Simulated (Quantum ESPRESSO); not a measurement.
# Moving the Hubbard U on Pt d in PtSe2

```cif
data_structure
_symmetry_space_group_name_H-M 'P-3m1'
_symmetry_Int_Tables_number 164
_cell_length_a 3.7240
_cell_length_b 3.7240
_cell_length_c 5.0620
_cell_angle_alpha 90.000
_cell_angle_beta 90.000
_cell_angle_gamma 120.000
_cell_volume 60.80
loop_
_atom_site_label
_atom_site_type_symbol
_atom_site_symmetry_multiplicity
_atom_site_Wyckoff_symbol
_atom_site_fract_x
_atom_site_fract_y
_atom_site_fract_z
_atom_site_occupancy
Pt1 Pt 1 a 0.00000 0.00000 0.00000 1
Se1 Se 2 d 0.66667 0.33333 0.75000 1
```

Kept alike: task single point; functional PBE; k mesh 8 × 8 × 5; occupations fermi-dirac, width 0.05 eV; no spin polarisation. Program: Quantum ESPRESSO, SSSP 1.3 efficiency PBE, cutoff 748 eV. The mesh is that of the run's cell of 3 atoms. No spin-orbit coupling.

```csv
"Hubbard U on Pt d, U (eV)",pressure (GPa)
0,7.09
1,6.75
2,?
3,6.15
4,5.88
5,5.64
6,5.41
8,5.04
```

Pressure is positive in compression; the values hold the error of the finite cutoff, so their zero can differ a little from the energy's minimum. U acts here on a shell without spin polarisation. For a metal such a mesh leaves the last digits unconverged. How U acts hangs on the program's projectors.

**Question.** Fit the rows shown and predict the run at 2 eV.

**Answer.** A least-squares parabola through the rows shown is pressure = 0.01144 U² - 0.3478 U + 7.089 (largest miss 0.004); at U = 2 it gives 6.44 GPa. The run gave: pressure 6.44 GPa.
